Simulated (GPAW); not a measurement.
# Au (Fm-3m) in GPAW: notebook

Runs on Au. Level: PBE. Tasks: single point, relaxation of cell and atoms.

Everything below comes from runs of GPAW 26.7.0. Logs are shortened: lines on timing, memory, paths and dates and some standing lists are left out, and cuts for length are marked. The log counts tension as positive stress, the text compression.

## 1. Starting point

The structure is cubic, space group Fm-3m (No. 225). The conventional cell has a = 4.070 Å, b = 4.070 Å, c = 4.070 Å, α = 90.00°, β = 90.00°, γ = 90.00°. Au (site symmetry m-3m) has 12 Au at 2.88 Å as nearest neighbours.

## 2. Single point, PBE

The input, run.py:

```python
from ase.dft.bandgap import bandgap
from ase.io import read, write
from ase.units import GPa
from gpaw import GPAW, PW

atoms = read('Au.cif')

calc = GPAW(mode=PW(450),
            xc='PBE',
            kpts={'size': (9, 9, 9), 'gamma': True},
            occupations={'name': 'fermi-dirac', 'width': 0.05},
            nbands=14,
            convergence={'density': 1e-05, 'energy': 1e-05},
            maxiter=80,
            txt='gpaw.txt')
atoms.calc = calc
energy = atoms.get_potential_energy()
forces = atoms.get_forces()
stress = atoms.get_stress()
calc.write('gs.gpw')
write('result.traj', atoms)
print(f'Energy: {energy:.6f} eV')
print('Forces (eV/A):')
print(forces.round(4))
print('Stress (GPa):', (stress / GPa).round(3))
print('Fermi level:', round(calc.get_fermi_level(), 4), 'eV')
print(f'Gap: {bandgap(calc)[0]:.4f} eV, direct: {bandgap(calc, direct=True)[0]:.4f} eV')
```

The input, Au.cif:

```cif
data_Au
_cell_length_a 2.87792460
_cell_length_b 2.87792460
_cell_length_c 2.87792460
_cell_angle_alpha 60.00000000
_cell_angle_beta 60.00000000
_cell_angle_gamma 60.00000000
_space_group_name_H-M_alt 'P1'
_space_group_name_Hall 'P 1'
_space_group_IT_number 1
loop_
_space_group_symop_operation_xyz
'x,y,z'
loop_
_atom_site_label
_atom_site_type_symbol
_atom_site_symmetry_multiplicity
_atom_site_Wyckoff_symbol
_atom_site_fract_x
_atom_site_fract_y
_atom_site_fract_z
_atom_site_occupancy
Au1 Au 1 a 0.0000000000 0.0000000000 0.0000000000 1
```

Potentials or basis: GPAW PAW data sets (gpaw-data 1.2.1), pw.

On the command line:

```
OMP_NUM_THREADS=1 python run.py
```

gpaw.txt:

```text
__  _  _
 | _ |_)|_||  |
 |__||  | ||/\| - 26.7.0

Input parameters:
  mode=PW(ecut=450.00000000000006),
  convergence={'density': 1e-05, 'energy': 1e-05},
  kpts=MonkhorstPack(size=(9, 9, 9), gamma=True),
  maxiter=80,
  nbands=14,
  occupations=Occupations(name='fermi-dirac', width=0.05),
  xc=XC(name='PBE')

Diagonalizing LCAO Hamiltonian
Converting LCAO to pw mode

       Au

Atoms  # Å, Bohr magnetons
|   | symbol |        x |        y |        z |    initial magnetic moments |
|---|--------|----------|----------|----------|-----------------------------|
| 0 |     Au | 0.000000 | 0.000000 | 0.000000 | ( 0.0000,  0.0000,  0.0000) |

Unit cell  # Å
| periodic |        x |        y |        z |  lengths |    angles |
|----------|----------|----------|----------|----------|-----------|
|      yes | 2.877925 | 0.000000 | 0.000000 | 2.877925 | 60.000000 |
|      yes | 1.438962 | 2.492356 | 0.000000 | 2.877925 | 60.000000 |
|      yes | 1.438962 | 0.830785 | 2.349816 | 2.877925 | 60.000000 |

Number of symmetries: 48
Symmetry operations  # r_c * U_cc + t_c -> r_c
|    | kind |            matrix            |
|----|------|------------------------------|
|  0 |  σ   |  1, 0, 0,  1, 0,-1,  1,-1, 0 |
|  1 |  C2  |  1, 0, 0,  1,-1, 0,  1, 0,-1 |
|  2 |  E   |  1, 0, 0,  0, 1, 0,  0, 0, 1 |
|  3 |  σ   |  1, 0, 0,  0, 0, 1,  0, 1, 0 |
|  4 |  C4  |  1, 0,-1,  1, 0, 0,  1,-1, 0 |
|  5 |  S6  |  1, 0,-1,  1,-1, 0,  1, 0, 0 |
|  6 |  σ   |  1, 0,-1,  0, 1,-1,  0, 0,-1 |
|  7 |  C3  |  1, 0,-1,  0, 0,-1,  0, 1,-1 |
|  8 |  S6  |  1,-1, 0,  1, 0, 0,  1, 0,-1 |
|  9 |  C4  |  1,-1, 0,  1, 0,-1,  1, 0, 0 |
| 10 |  C3  |  1,-1, 0,  0,-1, 1,  0,-1, 0 |
| 11 |  σ   |  1,-1, 0,  0,-1, 0,  0,-1, 1 |
| 12 |  σ   |  0, 1, 0,  1, 0, 0,  0, 0, 1 |
| 13 |  C4  |  0, 1, 0,  0, 1,-1, -1, 1, 0 |
| 14 |  C3  |  0, 1, 0,  0, 0, 1,  1, 0, 0 |
| 15 |  S6  |  0, 1, 0, -1, 1, 0,  0, 1,-1 |
| 16 |  C2  |  0, 1,-1,  1, 0,-1,  0, 0,-1 |
| 17 |  σ   |  0, 1,-1,  0, 1, 0, -1, 1, 0 |
| 18 |  S4  |  0, 1,-1,  0, 0,-1,  1, 0,-1 |
| 19 |  C4  |  0, 1,-1, -1, 1, 0,  0, 1, 0 |
| 20 |  C3  |  0, 0, 1,  1, 0, 0,  0, 1, 0 |
| 21 |  σ   |  0, 0, 1,  0, 1, 0,  1, 0, 0 |
| 22 |  S6  |  0, 0, 1,  0,-1, 1, -1, 0, 1 |
| 23 |  C4  |  0, 0, 1, -1, 0, 1,  0,-1, 1 |
| 24 |  S4  |  0, 0,-1,  1, 0,-1,  0, 1,-1 |
| 25 |  C3  |  0, 0,-1,  0, 1,-1,  1, 0,-1 |
| 26 |  C2  |  0, 0,-1,  0,-1, 0, -1, 0, 0 |
| 27 |  S6  |  0, 0,-1, -1, 0, 0,  0,-1, 0 |
| 28 |  S4  |  0,-1, 1,  1,-1, 0,  0,-1, 0 |
| 29 |  C4  |  0,-1, 1,  0, 0, 1, -1, 0, 1 |
| 30 |  C2  |  0,-1, 1,  0,-1, 0,  1,-1, 0 |
| 31 |  σ   |  0,-1, 1, -1, 0, 1,  0, 0, 1 |
| 32 |  C3  |  0,-1, 0,  1,-1, 0,  0,-1, 1 |
| 33 |  S6  |  0,-1, 0,  0, 0,-1, -1, 0, 0 |
| 34 |  S4  |  0,-1, 0,  0,-1, 1,  1,-1, 0 |
| 35 |  C2  |  0,-1, 0, -1, 0, 0,  0, 0,-1 |
| 36 |  C2  | -1, 1, 0,  0, 1, 0,  0, 1,-1 |
| 37 |  S6  | -1, 1, 0,  0, 1,-1,  0, 1, 0 |
| 38 |  S4  | -1, 1, 0, -1, 0, 1, -1, 0, 0 |
| 39 |  C3  | -1, 1, 0, -1, 0, 0, -1, 0, 1 |
| 40 |  S6  | -1, 0, 1,  0, 0, 1,  0,-1, 1 |
| 41 |  C2  | -1, 0, 1,  0,-1, 1,  0, 0, 1 |
| 42 |  C3  | -1, 0, 1, -1, 1, 0, -1, 0, 0 |
| 43 |  S4  | -1, 0, 1, -1, 0, 0, -1, 1, 0 |
| 44 |  C2  | -1, 0, 0,  0, 0,-1,  0,-1, 0 |
| 45 |  i   | -1, 0, 0,  0,-1, 0,  0, 0,-1 |
| 46 |  σ   | -1, 0, 0, -1, 1, 0, -1, 0, 1 |
| 47 |  C2  | -1, 0, 0, -1, 0, 1, -1, 1, 0 |

BZ-sampling:
  Number of BZ points: 729
  Number of IBZ points: 35

  Monkhorst-Pack size: [9, 9, 9]
  Monkhorst-Pack shift: [0, 0, 0]

K-points  # in reciprocal-cell coordinates
|     |                                coordinates |     weight |
|-----|--------------------------------------------|------------|
|   0 | (  0.00000000,   0.00000000,   0.00000000) | 0.00137174 |
|   1 | (  0.11111111,   0.11111111,   0.00000000) | 0.00823045 |
|   2 | (  0.11111111,   0.11111111,   0.11111111) | 0.01097394 |
|   3 | (  0.22222222,   0.11111111,   0.11111111) | 0.01646091 |
|   4 | (  0.22222222,   0.22222222,   0.00000000) | 0.00823045 |
|   5 | (  0.22222222,   0.22222222,   0.11111111) | 0.03292181 |
|   6 | (  0.22222222,   0.22222222,   0.22222222) | 0.01097394 |
|   7 | (  0.33333333,   0.22222222,   0.11111111) | 0.03292181 |
|   8 | (  0.33333333,   0.22222222,   0.22222222) | 0.03292181 |
|   9 | (  0.33333333,   0.33333333,  -0.33333333) | 0.01646091 |
| ... |                                            |            |
|  34 | (  0.44444444,   0.44444444,   0.44444444) | 0.01097394 |

Plane wave coefficients: 375
Cutoff: 450.00000000000006 eV

Spin-components: 1 (collinear spins)
Bands:           14
Projectors:      6
Spin-degeneracy: 2
Datatype:        complex128

Density:
  Valence electrons: 11.0
  Components: 1
  Grid points: [15 15 15]
  Charge: 0.0  # |e|

Potential:
  Grid points: [15 15 15]

species:
  Au:
    name:    Gold
    Z:       79.0
    valence: 11
    core:    68
    charge:  0.0  # [|e|]
    compensation charges:
      type: gauss
      rc: 0.42  # [Å]
      lmax: 2
    cutoffs:
      filter: 2.33  # [Å]
      core: 2.81  # [Å]
    projectors
    | kind |    occ | energy [eV] | rcut [Å] |
    |------|--------|-------------|----------|
    |   6s |  1.000 |      -5.728 |    1.323 |
    |   6p |  0.000 |      -0.775 |    1.323 |
    |   5d | 10.000 |      -6.891 |    1.323 |
    |    s |        |      21.484 |    1.323 |
    |    p |        |      26.436 |    1.323 |
    |    d |        |      20.321 |    1.323 |

    Using partial waves for Au as LCAO basis

Reference energy: -516598.271109  # eV

eigensolver:
  PPCG
  Converge bands: occupied
  niter=2

density mixing:
  MSR1-Mixer
  Pratt-step length: 0.05
  Maximum mixing coefficient: 0.75
  Old densities: 10
  SVD Regularization: 0.005
  Good broyden scale: 1.0
  Trust region scale: 1.0
  Backstep threshold: 4.0
  History deletion threshold: 6.0
  Fourier metric: weight=20.0, sigma=0.015

occupation numbers:
  Fermi-Dirac:
    width: 0.0500  # eV

poisson solver:
  ecut: 3600.0000000000005  # eV

xc functional:
  name: PBE with 2 nearest neighbor stencil

convergence criteria:
- Maximum integral of absolute [dens]ity change: 1e-05 electrons / valence electron
- Maximum [total energy] change in last 3 cyles: 1e-05 eV / valence electron
- Maximum integral of absolute [eigenst]ate change: 4e-08 eV^2 / valence electron
maximum number of iterations: 80

SCF iterations
|iter     | |      energy | eigst |  dens |
|---------|-|-------------|-------|-------|
|iter:   1| |   -3.400257 | -0.46 |       |
|iter:   2| |   -3.342362 | -2.86 | -1.10 |
|iter:   3| |   -3.121183 | -2.32 | -1.14 |
|iter:   4| |   -3.118690 | -4.46 | -2.04 |
|iter:   5| |   -3.117935 | -4.31 | -2.36 |
|iter:   6| |   -3.117932 | -6.37 | -3.77 |
|iter:   7| |   -3.117932c| -7.44c| -4.07 |
|iter:   8| |   -3.117932c| -8.83c| -5.24c|

Converged in 8 steps
Energy contributions relative to reference atoms: (reference = -516598.271109)

Energy contributions:
  Kinetic:          -3.458215
  Coulomb:           2.523776
  Zero:              0.140306
  External:          0.000000
  Xc:               -2.323556
  Entropy:          -0.000486
  Spinorbit:         0.000000
  ----------------------------
  Free energy:      -3.118174
  Extrapolated:     -3.117932

dipole moment: (-19.660923, -11.351239, -8.026538)  # |e|*Ang

Fermi level: 10.171
Eigenvalues  # (at kpt = [0.000, 0.000, 0.000])
| band index |      eig [eV] | occ [0-2] |
|------------|---------------|-----------|
|          0 |         0.195 |     2.000 |
|          1 |         5.401 |     2.000 |
|          2 |         5.401 |     2.000 |
|          3 |         5.401 |     2.000 |
|          4 |         6.941 |     2.000 |
|          5 |         6.941 |     2.000 |
|          6 |        25.925 |     0.000 |
|          7 |        29.781 |     0.000 |
|          8 |        29.781 |     0.000 |
|          9 |        29.781 |     0.000 |
|         10 |        33.810 |     0.000 |
|         11 |        38.243 |     0.000 |
|         12 |        38.243 |     0.000 |
|         13 |        38.243 |     0.000 |

No gap
No difference between direct/indirect transitions

Forces  # eV/Ang
|       x |       y |       z |
|---------|---------|---------|
| 0.00000 | 0.00000 | 0.00000 |  # Au   0

Stress tensor  # eV/Ang^3
|         x |         y |         z |
|-----------|-----------|-----------|
| -0.077472 |  0.000000 |  0.000000 |
|  0.000000 | -0.077472 | -0.000000 |
|  0.000000 |  0.000000 | -0.077472 |

# Writing to gs.gpw (mode='')
```

It took 4.6 s on 1 thread of Arm Neoverse V1, shared host; peak memory 0.12 GiB.

What came out:

```
Free energy            : -3.1182 eV
Pressure               : 12.4 GPa
Band gap on the k mesh : none (metal or under the smearing width)
```

Caveat: with this Au data set, volumes or pressures lay over 1.5 % or 2 GPa off other programs in two to four cells of ten; the cutoff is short for stress and forces, so pressures can be off by a GPa or more. Spin-orbit coupling is left out, which matters for the levels of Au.

(Continued in part 2 of 2.)
